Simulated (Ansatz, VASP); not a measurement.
# BAs in two plane-wave programs, part 2 of 2

One calculation is typed for both programs; each brings its own data sets and cutoff. How far apart do they land?

VASP 6.6.1 and Ansatz 0.2.0.

So far. Step 4 (Differences): The walks stopped with 0.03 GPa left in Ansatz and 0.00 GPa in VASP; each walk ends within a tolerance, so the volume difference is uncertain by about these residues over the bulk modulus, most in soft cells.

## (5) VASP: relaxation of cell and atoms, PBE with D3(BJ)

Level of this step: PBE with D3(BJ); plane waves and PAW (B, As) (VASP).

The relaxed volume is the usual yardstick between codes: its relative difference is about their pressure difference at one cell divided by the bulk modulus.

The input, INCAR:

```
SYSTEM = BAs
PREC = Accurate
ENCUT = 520
EDIFF = 1E-06
NELM = 100
ISMEAR = -1
SIGMA = 0.05
LREAL = .FALSE.
ALGO = Normal
GGA = PE
IVDW = 12
NBANDS = 10
LORBIT = 11
LWAVE = .FALSE.
LCHARG = .FALSE.
KPAR = 2
IBRION = 2
NSW = 60
ISIF = 3
EDIFFG = -0.01
```

The input, POSCAR:

```
BAs
1.0
    0.0000000000      2.3885000000      2.3885000000
    2.3885000000      0.0000000000      2.3885000000
    2.3885000000      2.3885000000      0.0000000000
B As
1 1
Direct
    0.0000000000      0.0000000000      0.0000000000
    0.2500000000      0.2500000000      0.2500000000
```

The input, KPOINTS:

```
Automatic mesh
0
Gamma
8 8 8
0 0 0
```

The projector-augmented-wave data sets are B and As (PBE family, release 64).

Command:

```console
mpirun -np 2 vasp_std
```

Numbers of over 12 decimals in the logs are rounded to 6 here.

Output:

```text
[banner, memory and clock lines left out]
running    2 mpi-ranks, on    1 nodes
[...]
LDA part: xc-table for (Slater+PW92), standard interpolation
 POSCAR, INCAR and KPOINTS ok, starting setup
[...]
entering main loop
       N       E                     dE             d eps       ncg     rms          rms(c)
DAV:   1     0.115633652939E+02    0.11563E+02   -0.37845E+03   580   0.701E+02
DAV:   2    -0.114202290122E+02   -0.22984E+02   -0.21857E+02   774   0.108E+02
DAV:   3    -0.120426213782E+02   -0.62239E+00   -0.62115E+00   704   0.171E+01
DAV:   4    -0.120442724610E+02   -0.16511E-02   -0.16510E-02   680   0.991E-01
[...]
DAV:  10    -0.114012267375E+02   -0.16531E-03   -0.21899E-04   652   0.960E-02    0.134E-02
DAV:  11    -0.114012321429E+02   -0.54055E-05   -0.56842E-06   706   0.173E-02    0.112E-02
DAV:  12    -0.114012321185E+02    0.24461E-07   -0.27852E-06   642   0.977E-03
   1 F= -.12061036E+02 E0= -.12061036E+02  d E =-.120610E+02
[...]
DAV:   2    -0.113979981758E+02    0.17101E-03   -0.29381E-04   630   0.919E-02    0.423E-02
DAV:   3    -0.113979455028E+02    0.52673E-04   -0.11121E-04   624   0.497E-02    0.131E-02
DAV:   4    -0.113979425815E+02    0.29213E-05   -0.60623E-06   678   0.143E-02    0.800E-03
DAV:   5    -0.113979426272E+02   -0.45716E-07   -0.49652E-07   338   0.422E-03
   2 F= -.12061089E+02 E0= -.12061089E+02  d E =-.529031E-04
 trial-energy change:   -0.000053  1 .order   -0.000046   -0.000353    0.000260
 step:   0.5910(harm=  0.5757)  dis= 0.00000  next Energy=   -12.061142 (dE=-0.106E-03)
[...]
N       E                     dE             d eps       ncg     rms          rms(c)
DAV:   1    -0.113994061133E+02   -0.14635E-02   -0.11661E-03   636   0.217E-01    0.340E-02
DAV:   2    -0.113993760271E+02    0.30086E-04   -0.49385E-05   624   0.376E-02    0.172E-02
DAV:   3    -0.113993653400E+02    0.10687E-04   -0.18541E-05   624   0.203E-02    0.535E-03
DAV:   4    -0.113993642995E+02    0.10405E-05   -0.10018E-06   378   0.588E-03    0.312E-03
DAV:   5    -0.113993641326E+02    0.16690E-06   -0.97227E-08   318   0.217E-03
   3 F= -.12061141E+02 E0= -.12061141E+02  d E =-.104898E-03
[...]
reached required accuracy - stopping structural energy minimisation
```

Parts of OUTCAR (step 5):

```text
 Edisp (eV)   -0.66315

 Edisp (eV)   -0.66178

  Total       0.00154     0.00154     0.00154    -0.00000     0.00000     0.00000
  in kB       0.09090     0.09090     0.09090    -0.00000     0.00000     0.00000
  external pressure =        0.09 kB  Pullay stress =        0.00 kB

 POSITION                                       TOTAL-FORCE (eV/Angst)
 -----------------------------------------------------------------------------------
      0.00000      0.00000      0.00000         0.000000      0.000000      0.000000
      1.19306      1.19306      1.19306        -0.000000     -0.000000     -0.000000
 -----------------------------------------------------------------------------------
    total drift:                               -0.000000     -0.000000     -0.000000

  FREE ENERGIE OF THE ION-ELECTRON SYSTEM (eV)
  ---------------------------------------------------
  free  energy   TOTEN  =       -12.0611409530 eV

  energy  without entropy=      -12.0611407955  energy(sigma->0) =      -12.06114087

[... 2 parts as in an earlier step ...]

[... 2 further parts left out ...]
[key lines of the parts left out:]
E-fermi :   6.7359
```

## (6) Ansatz: relaxation of cell and atoms, PBE with D3(BJ)

The same cell, functional, mesh and smearing now go to Ansatz, which takes its cutoff from its data sets.

The input, input.yaml:

```yaml
crystal:
  lattice:
    - [0.0, 2.3885, 2.3885]
    - [2.3885, 0.0, 2.3885]
    - [2.3885, 2.3885, 0.0]
  atoms:
    - { symbol: B, position: [0.0, 0.0, 0.0] }
    - { symbol: As, position: [0.25, 0.25, 0.25] }
hamiltonian:
  xc: pbe
  pseudopotentials: { kind: paw }
  dispersion: d3bj
kpoints:
  mp_grid: { grid: [8, 8, 8] }
scf:
  occupations: { method: fermi_dirac, width: 0.05 }
relax:
  f_tol: 0.01
  max_steps: 60
  cell: { stress_tol: 0.05 }
output:
  forces: true
  stress: true
```

Command:

```console
ansatz run input.yaml --threads 4 --pin off --max-ram 9216MiB --backend cpu --events-out ev --progress --plain --runs-dir out
```

Output:

```text
[...]
Crystal: 2 atoms, lattice volume = 27.252 Å³
Basis set: ecut = 420 eV, 531 PW (Γ), exchange–correlation on 48×48×48 points (8 copies of the dense FFT grid, shifted against one another)
Bands: 13, of which v1, the nominal top of the filled ones, is band 9 counted from 1 (8 counted from 0)
Symmetry: 24 space group operations
[...]
k-points: 29 of 512 (time reversal used)
[...]
-0.001915      -0.000000       0.000000
        0.000000      -0.001915       0.000000
        0.000000       0.000000      -0.001915
  P = ⅓ Tr σ = -0.0019 GPa (-0.019 kbar)
--- Relaxed structure (3 steps of the walk, 3 accepted, 1 SCFs on fresh bases) ---
[...]
cell:  # Å, volume = 27.0337 Å³
    - [0, 2.382092, 2.382092]
    - [2.382092, 0, 2.382092]
    - [2.382092, 2.382092, 0]
  atoms:
    - { symbol: B, position: [0, 0, 0] }
    - { symbol: As, position: [0.25, 0.25, 0.25] }
[key lines of the parts left out:]
SCF converged after 5 iterations
Free energy (F): -5012.758785 eV
Fermi energy:    11.833118 eV
```

It took 1.1 s on 4 threads of Intel Xeon 6975P-C (Granite Rapids), shared host; peak memory 0.38 GiB; 3.1 s of CPU time.

## (7) Side by side

What differs besides the data sets and the points named for the pairs above, as far as they apply: VASP leaves aspherical gradient terms in its spheres out (LASPH is not set), Ansatz keeps them. Total energies have different zeros and are not compared.

Compared:

```
                                         quantity  Ansatz   VASP  difference
                                      volume (Å³)   27.03  27.17     -0.51 %
edge a after relaxation, in the typed setting (Å)   3.369  3.374     -0.17 %
```

The walks stopped with 0.00 GPa left in Ansatz and 0.01 GPa in VASP; each walk ends within a tolerance, so the volume difference is uncertain by about these residues over the bulk modulus, most in soft cells.

## (8) Summary of results

```yaml
difference_in_volume_relaxation_of_cell_and_atoms_lda: -1.0 %
difference_in_volume_relaxation_of_cell_and_atoms_pbe_with_d3_bj: -0.51 %
```

**Reading.** The difference in volume is -1.0 % (relaxation of cell and atoms, LDA), within the 1.2 % picked in this series as the mark of a large difference, as far as the stopping tolerances let one tell. Such differences can come from data sets, numerical settings and the points named under the comparisons, not from the functional's error against experiment.

[Lines on the potential files, build, host, timing and source positions are cut from VASP's logs without a mark.]

[Logs are printed without paths, hosts, clocks, repeated set-up lines and the standing remarks that a program may print on its own settings, such as how far it seeks lower states.]

[Hosts, paths, dates, database ids (printed as entryN), source tags and the programs' standing remarks are cut or masked in the printed files.]
